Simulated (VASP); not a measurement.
# CaSe (Fm-3m) in VASP: notebook

The runs below take CaSe through optical spectrum, phonons, dielectric tensor, with PBE, PBEsol, LDA.

Everything below comes from runs of VASP 6.6.1. Logs are shortened: lines on timing, memory, paths and dates and some standing lists are left out, and cuts for length are marked.

**Experimental background.**

From a printed reference work, monograph, original work of 1988, for a bulk crystal of CaSe at 2 K: band gap 3.85 eV (indirect).

The runs below are set against these values where they give the same quantity.

### 1 Starting point

The structure is cubic, space group Fm-3m (No. 225). Conventional cell: a = 5.877 Å, b = 5.877 Å, c = 5.877 Å, α = 90.00°, β = 90.00°, γ = 90.00°. Ca (site symmetry m-3m) is surrounded by 6 Se at 2.94 Å. Around Se (site symmetry m-3m) lie 6 Ca at 2.94 Å.

### 2 Optical spectrum, PBE

File INCAR:

```
SYSTEM = CaSe
PREC = Accurate
ENCUT = 520
EDIFF = 1E-6
ISMEAR = 0
SIGMA = 0.03
LREAL = .False.
LASPH = .True.
NELM = 80
ALGO = Normal
ISIF = 2
LWAVE = .False.
LCHARG = .False.
GGA = PE
LOPTICS = .True.
NBANDS = 56
NEDOS = 1000
CSHIFT = 0.1
```

File KPOINTS:

```
regular mesh
0
Gamma
  8 8 8
  0 0 0
```

File POSCAR:

```
CaSe                                    
1.0
    0.0000000000      2.9384610340      2.9384610340
    2.9384610340      0.0000000000      2.9384610340
    2.9384610340      2.9384610340      0.0000000000
  Ca              Se            
     1     1
Direct
     0.0000000000000000    0.0000000000000000    0.0000000000000000
     0.5000000000000000    0.5000000000000000    0.5000000000000000
```

Potentials or basis: VASP PAW PBE potentials, release 64 (Ca_sv, Se).

Command:

```sh
$ cat potpaw_PBE.64/Ca_sv/POTCAR potpaw_PBE.64/Se/POTCAR > POTCAR
$ mpirun -np 1 vasp_std > vasp.out
```

OUTCAR:

```text
SYSTEM = CaSe
   PREC = Accurate
   ENCUT = 520
   EDIFF = 1E-6
   ISMEAR = 0
   LREAL = .False.
   LASPH = .True.
   NELM = 80
   ISIF = 2
   GGA = PE

 ion  position               nearest neighbor table
   1  0.000  0.000  0.000-   2 2.94   2 2.94   2 2.94   2 2.94   2 2.94   2 2.94
   2  0.500  0.500  0.500-   1 2.94   1 2.94   1 2.94   1 2.94   1 2.94   1 2.94

  LATTYP: Found a face centered cubic cell.
 ALAT       =     5.8769220680

  Lattice vectors:

 A1 = (   0.0000000000,   2.9384610340,   2.9384610340)
 A2 = (   2.9384610340,   0.0000000000,   2.9384610340)
 A3 = (   2.9384610340,   2.9384610340,   0.0000000000)

Analysis of symmetry for initial positions (statically):
=====================================================================
 Subroutine PRICEL returns:
 Original cell was already a primitive cell.

 Routine SETGRP: Setting up the symmetry group for a
 face centered cubic supercell.

 Subroutine GETGRP returns: Found 48 space group operations
 (whereof 48 operations were pure point group operations)
 out of a pool of 48 trial point group operations.

The static configuration has the point symmetry O_h .

Analysis of symmetry for dynamics (positions and initial velocities):
=====================================================================
 Subroutine PRICEL returns:
 Original cell was already a primitive cell.

 Routine SETGRP: Setting up the symmetry group for a
 face centered cubic supercell.

 Subroutine GETGRP returns: Found 48 space group operations
 (whereof 48 operations were pure point group operations)
 out of a pool of 48 trial point group operations.

The dynamic configuration has the point symmetry O_h .

 Subroutine INISYM returns: Found 48 space group operations
 (whereof 48 operations are pure point group operations),
 and found     1 'primitive' translations

----------------------------------------------------------------------------------------

                                     Primitive cell

  volume of cell :      50.7446

  direct lattice vectors                    reciprocal lattice vectors
     0.000000000  2.938461034  2.938461034    -0.170157097  0.170157097  0.170157097
     2.938461034  0.000000000  2.938461034     0.170157097 -0.170157097  0.170157097
     2.938461034  2.938461034  0.000000000     0.170157097  0.170157097 -0.170157097

  length of vectors
     4.155611447  4.155611447  4.155611447     0.294720738  0.294720738  0.294720738

  position of ions in fractional coordinates (direct lattice)
     0.000000000  0.000000000  0.000000000
     0.500000000  0.500000000  0.500000000

  ion indices of the primitive-cell ions
   primitive index   ion index
                 1           1
                 2           2

----------------------------------------------------------------------------------------

 KPOINTS: regular mesh

Automatic generation of k-mesh.
 Grid dimensions read from file:
 generate k-points for:    8    8    8

 Generating k-lattice:

  Cartesian coordinates                     Fractional coordinates (reciprocal lattice)
    -0.021269637  0.021269637  0.021269637     0.125000000  0.000000000  0.000000000
     0.021269637 -0.021269637  0.021269637     0.000000000  0.125000000  0.000000000
     0.021269637  0.021269637 -0.021269637     0.000000000  0.000000000  0.125000000

  Length of vectors
     0.036840092  0.036840092  0.036840092

  Shift w.r.t. Gamma in fractional coordinates (k-lattice)
     0.000000000  0.000000000  0.000000000

 Subroutine IBZKPT returns following result:
 ===========================================

 Found     29 irreducible k-points:

 Following reciprocal coordinates:
            Coordinates               Weight
  0.000000  0.000000  0.000000      1.000000
  0.125000  0.000000  0.000000      8.000000
  0.250000  0.000000  0.000000      8.000000
  0.375000  0.000000  0.000000      8.000000
  0.500000  0.000000  0.000000      4.000000
  0.125000  0.125000  0.000000      6.000000
[... 16 lines left out ...]
  0.500000  0.250000  0.125000     48.000000
 -0.375000  0.250000  0.125000     24.000000
 [... further k-points ...]
   k-points           NKPTS =     29   k-points in BZ     NKDIM =     29   number of bands    NBANDS=     56
   number of dos      NEDOS =   1000   number of ions     NIONS =      2
   total plane-waves  NPLWV =  32768
   dimension x,y,z NGX =    32 NGY =   32 NGZ =   32
   dimension x,y,z NGXF=    64 NGYF=   64 NGZF=   64
   ions per type =               1   1
   NGX,Y,Z   is equivalent  to a cutoff of  12.80, 12.80, 12.80 a.u.
   NGXF,Y,Z  is equivalent  to a cutoff of  25.60, 25.60, 25.60 a.u.
 SYSTEM =  CaSe
   PREC   = accura    normal or accurate (medium, high low for compatibility)
   ISTART =      0    job   : 0-new  1-cont  2-samecut
   ICHARG =      2    charge: 1-file 2-atom 10-const
   ISPIN  =      1    spin polarized calculation?
   LNONCOLLINEAR =      F non collinear calculations
   LSORBIT =      F    spin-orbit coupling
   LASPH  =      T    aspherical Exc in radial PAW
   ENCUT  =  520.0 eV  38.22 Ry    6.18 a.u.   7.73  7.73  7.73*2*pi/ulx,y,z
   NELM   =     80;   NELMIN=  2; NELMDL= -5     # of ELM steps
   EDIFF  = 0.1E-05   stopping-criterion for ELM
   LREAL  =      F    real-space projection
   EDIFFG = 0.1E-04   stopping-criterion for IOM
   NSW    =      0    number of steps for IOM
   IBRION =     -1    ionic relax: 0-MD 1-quasi-New 2-CG
   NFREE  =      0    steps in history (QN), initial steepest desc. (CG)
   ISIF   =      2    stress and relaxation
   ISYM   =      2    0-nonsym 1-usesym 2-fastsym
   POTIM  = 0.5000    time-step for ionic-motion
   TEBEG  =    0.0;   TEEND  =   0.0 temperature during run
   PSTRESS=    0.0 pullay stress
   NELECT =      16.0000    total number of electrons
   NUPDOWN=      -1.0000    fix difference up-down
   EMIN   =  10.00;   EMAX   =-10.00  energy-range for DOS
   EFERMI =   0.00;   METHOD = LEGACY
   ISMEAR =     0;   SIGMA  =   0.03  broadening in eV -4-tet -1-fermi 0-gaus
   EFERMI_NEDOS =   21; number of points for ismear=-14 and -15
   IALGO  =     38    algorithm
   IMIX   =      4    mixing-type and parameters
     AMIX     =   0.40;   BMIX     =  1.00
     AMIX_MAG =   1.60;   BMIX_MAG =  1.00
  volume/ion in A,a.u.               =      25.37       171.22
  Fermi-wavevector in a.u.,A,eV,Ry     =   1.114256  2.105638 16.892530  1.241566
  Thomas-Fermi vector in A             =   2.250849
   LORBIT       =      0    0 simple, 1 ext, 2 COOP (PROOUT), +10 PAW based schemes
   GGA     = PE    functional components
   LHFCALC =     F    Hartree Fock is set to
   AEXX    =    0.0000 exact exchange contribution
   IVDW    =     0    specifies the selected vdW correction
   LEPSILON=     F    determine dielectric tensor
   LRPA    =     F    only Hartree local field effects (RPA)
 non-spin polarized calculation
 Gauss-broadening in eV      SIGMA  =   0.03
  energy-cutoff  :      520.00
  volume of cell :       50.74
 maximum number of plane-waves:      1384
   NGX = 15   NGY = 15   NGZ = 15

 number of electron      16.0000001 magnetization

 Free energy of the ion-electron system (eV)
  ---------------------------------------------------
  ext. energy  EPLUGINS =         0.00000000
  ---------------------------------------------------
  free energy    TOTEN  =        -9.46936059 eV

  energy without entropy =       -9.46936059  energy(sigma->0) =       -9.46936059

 E-fermi :   2.7518     XC(G=0):  -9.2381

 val. band max:        2.5833779964   @ k =   0.0000   0.0000   0.0000
 cond. band min:       4.5587838653   @ k =   0.5000   0.5000   0.0000
 fundamental gap:      1.9754058689
 Fermi energy:         2.7518310207

 k-point     1 :       0.0000    0.0000    0.0000
  band No.  band energies     occupation
      1     -37.1074      2.00000
      2     -18.1050      2.00000
      3     -18.1050      2.00000
      4     -18.1050      2.00000
      5      -9.2845      2.00000
      6       2.5834      2.00000
[... 12 lines left out ...]
     19      17.3154      0.00000
     20      17.3154      0.00000
[... 507 lines left out ...]
 k-point    24 :      -0.3750    0.2500    0.1250
  band No.  band energies     occupation
      1     -37.0986      2.00000
      2     -18.2070      2.00000
      3     -18.1408      2.00000
      4     -18.1233      2.00000
      5      -8.5668      2.00000
      6      -0.3112      2.00000
[... 12 lines left out ...]
     19      16.9613      0.00000
     20      17.8199      0.00000

 [... further k-points ...]

 [bands above 20 left out]

------------------------ aborting loop because EDIFF is reached ----------------------------------------

  FORCE on cell =-STRESS in cart. coord.  units (eV):
  Direction    XX          YY          ZZ          XY          YZ          ZX
  --------------------------------------------------------------------------------------
  -------------------------------------------------------------------------------------
  Total        0.7382475      0.7382475      0.7382475      0.0000000      0.0000000     -0.0000000
  in kB       23.3089536     23.3089536     23.3089536      0.0000000      0.0000000     -0.0000000
  external PRESSURE =      23.3089536 kB  Pullay stress =       0.0000000 kB

 VOLUME and BASIS-vectors are now :
 -----------------------------------------------------------------------------
  energy-cutoff  :      520.00
  volume of cell :       50.74
      direct lattice vectors                 reciprocal lattice vectors
     0.000000000  2.938461034  2.938461034    -0.170157097  0.170157097  0.170157097
     2.938461034  0.000000000  2.938461034     0.170157097 -0.170157097  0.170157097
     2.938461034  2.938461034  0.000000000     0.170157097  0.170157097 -0.170157097

 POSITION                                       TOTAL-FORCE (eV/Angst)
 -----------------------------------------------------------------------------------
      0.00000      0.00000      0.00000         0.000000     -0.000000      0.000000
      2.93846      2.93846      2.93846        -0.000000      0.000000     -0.000000
 -----------------------------------------------------------------------------------
    total drift:                                0.000000     -0.000000     -0.000000

  FREE ENERGIE OF THE ION-ELECTRON SYSTEM (eV)
  ---------------------------------------------------
  free  energy   TOTEN  =        -9.4693605932 eV

  energy  without entropy=       -9.4693605932  energy(sigma->0) =       -9.46936059

 electrical conductivity sigma (Mega S m-1) (frequency dependency in vasprun.xml)
  --------------------------------------------------------------------------------------
       0.000       0.000       0.000
       0.000       0.000       0.000
       0.000      -0.000       0.000

  frequency dependent IMAGINARY DIELECTRIC FUNCTION (independent particle, no local field effects) density-density
     E(ev)      X         Y         Z        XY        YZ        ZX
  --------------------------------------------------------------------------------------------------------------
     0.00000    -0.00000    -0.00000    -0.00000     0.00000     0.00000     0.00000
     1.07175     0.00000     0.00000     0.00000    -0.00000     0.00000     0.00000
     2.14351     0.00000     0.00000     0.00000    -0.00000     0.00000     0.00000
     3.21526     0.05247     0.05247     0.05247    -0.00000     0.00000     0.00000
     4.28702     4.84976     4.84976     4.84976    -0.00000     0.00000     0.00000
     5.35877     3.02656     3.02656     3.02656     0.00000     0.00000    -0.00000
[... 92 lines left out ...]
   105.03188     0.00000     0.00000     0.00000    -0.00000     0.00000     0.00000
   106.10363     0.00000     0.00000     0.00000    -0.00000     0.00000     0.00000

  frequency dependent      REAL DIELECTRIC FUNCTION (independent particle, no local field effects) density-density
     E(ev)        X           Y           Z          XY          YZ          ZX
  --------------------------------------------------------------------------------------------------------------
     0.00000     6.20100     6.20100     6.20100    -0.00000    -0.00000    -0.00000
     1.07175     6.44534     6.44534     6.44534    -0.00000    -0.00000    -0.00000
     2.14351     7.47110     7.47110     7.47110     0.00000    -0.00000    -0.00000
     3.21526    10.41093    10.41093    10.41093     0.00000    -0.00000    -0.00000
     4.28702     7.05500     7.05500     7.05500     0.00000     0.00000    -0.00000
     5.35877     2.44944     2.44944     2.44944    -0.00000    -0.00000    -0.00000
[... 92 lines left out ...]
   105.03188     0.96551     0.96551     0.96551     0.00000     0.00000     0.00000
   106.10363     0.96625     0.96625     0.96625     0.00000     0.00000     0.00000

  frequency dependent IMAGINARY DIELECTRIC FUNCTION (independent particle, no local field effects) current-current
     E(ev)      X         Y         Z        XY        YZ        ZX
  --------------------------------------------------------------------------------------------------------------
     0.00000     0.00000     0.00000     0.00000     0.00000     0.00000    -0.00000
     1.07175    -0.00000    -0.00000    -0.00000     0.00000     0.00000     0.00000
     2.14351    -0.00000    -0.00000    -0.00000     0.00000     0.00000     0.00000
     3.21526     0.05578     0.05578     0.05578    -0.00000    -0.00000     0.00000
     4.28702     4.82811     4.82811     4.82811     0.00000    -0.00000    -0.00000
     5.35877     2.99143     2.99143     2.99143     0.00000    -0.00000     0.00000
[... 92 lines left out ...]
   105.03188    -0.00000    -0.00000    -0.00000     0.00000     0.00000     0.00000
   106.10363    -0.00000    -0.00000    -0.00000     0.00000     0.00000     0.00000

  frequency dependent      REAL DIELECTRIC FUNCTION (independent particle, no local field effects) current-current
     E(ev)        X           Y           Z          XY          YZ          ZX
  --------------------------------------------------------------------------------------------------------------
     0.00000     6.19909     6.19909     6.19909     0.00000     0.00000    -0.00000
     1.07175     6.44040     6.44040     6.44040     0.00000     0.00000    -0.00000
     2.14351     7.46147     7.46147     7.46147     0.00000     0.00000    -0.00000
     3.21526    10.27075    10.27075    10.27075     0.00000     0.00000     0.00000
     4.28702     6.72993     6.72993     6.72993    -0.00000    -0.00000    -0.00000
     5.35877     2.21148     2.21148     2.21148     0.00000     0.00000    -0.00000
[... 92 lines left out ...]
   105.03188     0.96551     0.96551     0.96551    -0.00000    -0.00000     0.00000
   106.10363     0.96625     0.96625     0.96625    -0.00000    -0.00000     0.00000
```

Run time: 24 s. Hardware: 1 thread of Intel Xeon Platinum 8559C (Emerald Rapids), shared host; peak memory 0.23 GiB.

What came out:

```yaml
Free_energy: -9.4694 eV
Pressure: 2.3 GPa
Band_gap_on_the_k_mesh: 1.98 eV, indirect (least direct gap 2.93 eV)
```

Levels at points of the mesh, in eV from the valence-band top:
| k point | band 5 | band 6 | band 7 | band 8 | band 9 | band 10 | band 11 | band 12 |
| --- | --- | --- | --- | --- | --- | --- | --- | --- |
| (0.00, 0.00, 0.00) | -11.87 | 0.00 | 0.00 | 0.00 | 3.45 | 3.70 | 3.70 | 3.70 |
| (0.50, 0.00, 0.00) | -11.13 | -3.36 | -1.24 | -1.24 | 4.55 | 5.53 | 5.56 | 5.56 |
| (0.50, 0.50, 0.00) | -11.27 | -2.57 | -0.95 | -0.95 | 1.98 | 5.08 | 5.14 | 6.11 |

Dielectric function (mean over the directions given):
```
energy (eV)  real part  imaginary part
       0.32       6.22            0.00
       0.75       6.32            0.00
       1.29       6.56            0.00
       1.82       7.02            0.00
       2.25       7.67            0.00
       2.79       9.58            0.00
       3.32      11.12            3.58
       3.75       8.68            3.09
       4.29       7.05            4.85
       4.82       6.80            3.26
       5.25       1.63            8.72
       5.79       2.41           11.93
       6.32       0.44            4.34
       6.86       0.30            5.75
       7.29      -0.56            6.44
       7.82      -3.06            4.41
       8.36      -1.67            3.45
       8.79      -2.45            3.12
       9.32      -0.80            4.52
       9.86      -0.47            0.88
      10.29      -0.43            1.69
      10.82       0.01            1.65
      11.36      -0.43            3.00
      11.79      -1.08            2.31
      12.33      -0.92            0.60
      12.86      -0.46            1.39
      13.40      -0.30            1.01
      13.83       0.07            0.27
      14.36      -0.19            0.13
      14.90       0.07            0.49
      15.33       0.36            0.62
      15.86       0.13            0.45
      16.40       0.35            0.30
      16.83       0.42            0.71
      17.36       0.15            0.24
      17.90       0.49            0.22
      18.33       0.41            0.32
      18.86       0.53            0.31
      19.40       0.63            0.18
      19.93       0.66            0.12
```

Caveat: spectra need much finer meshes, so this one isn't converged; independent-particle spectra lack excitons.

(Part 1 of 3 ends here.)
